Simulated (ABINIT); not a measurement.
Set up this calculation in ABINIT 10.8.3 (patched build), as the native input.

| Property | Result |
| --- | --- |
| Task | relaxation of cell and atoms |
| Functional | r2SCAN |
| Potentials or basis | JTH PAW PBE v2.0 |
| Cutoff | 490 eV |
| k mesh | 9 × 9 × 9 |
| Occupations | fermi-dirac, width 0.05 eV |
| Spin | no spin polarisation |
| Cell freedom (optcell) | 2 |
| Cutoff smearing ecutsm (Ha) | 0.5 |
| Optimiser (ionmov) | 2 |
| Force stop (Ha/bohr) | 0.0005 |
| Fine-grid cutoff | 979.61 eV |

Crystal: Si.

```
CELL_PARAMETERS angstrom
-2.37137 2.37137 1.32927
2.37137 -2.37137 1.32927
2.37137 2.37137 -1.32927
ATOMIC_POSITIONS crystal
Si 0.50000 0.50000 0.00000
Si 0.25000 0.75000 0.50000
```

This isn't the form of Si at room conditions, which is diamond.

The input as run:

run.abi

```
pp_dirpath "./"
pseudos "Si.GGA_PBE-JTH.xml"

acell 3*1.0 Angstrom
rprim
    -2.3713723045     2.3713723045     1.3292653899
     2.3713723045    -2.3713723045     1.3292653899
     2.3713723045     2.3713723045    -1.3292653899
ntypat 1
znucl 14
natom 2
typat 1 1
xred
     0.5000000000     0.5000000000     0.0000000000
     0.2500000000     0.7500000000     0.5000000000
chkprim 0
chksymtnons 0
tolsym 1.0e-6

ecut 489.804952 eV
pawecutdg 36.0

kptopt 1
ngkpt 9 9 9
nshiftk 1
shiftk 0.0 0.0 0.0

ixc -497498
usekden 1
pawxcdev 0

nband 8
occopt 3
tsmear 0.00183747

nstep 100
tolvrs 1.0e-7

iomode 3
prtwf 0
prtden 0
prteig 0
prtebands 0
enunit 1

ionmov 2
ntime 60
tolmxf 0.0005
optcell 2
dilatmx 1.08
ecutsm 0.5
```

Potentials or basis: JTH PAW PBE v2.0.

Launch:

```sh
$ abinit run.abi > log 2>&1
```

It gave:

```
Relaxed volume                                        : 15.26 Å³/atom
Relaxed cell                                          : a = 3.632 Å, b = 3.632 Å, c = 3.632 Å, α = 97.80°, β = 97.80°, γ = 136.76°
Space group after relaxing (to 0.05 Å)                : I4_1/amd (No. 141)
Energy gained by relaxing                             : 2.4 meV/atom
Ionic steps                                           : 5
Pressure after relaxing                               : 0.0 GPa
Band gap on the k mesh                                : none (metal or under the smearing width)
Valence electrons inside the program's atomic spheres : Si 1.48 (radii [1.0104] Å)
```

Caveat: the PAW data sets were made with another functional, which shifts forces and pressure a little.

It took 3.7 min on 1 thread of AMD EPYC 7R43 64-Core Processor (Zen 3), with other jobs on the host, peak memory 0.12 GiB.
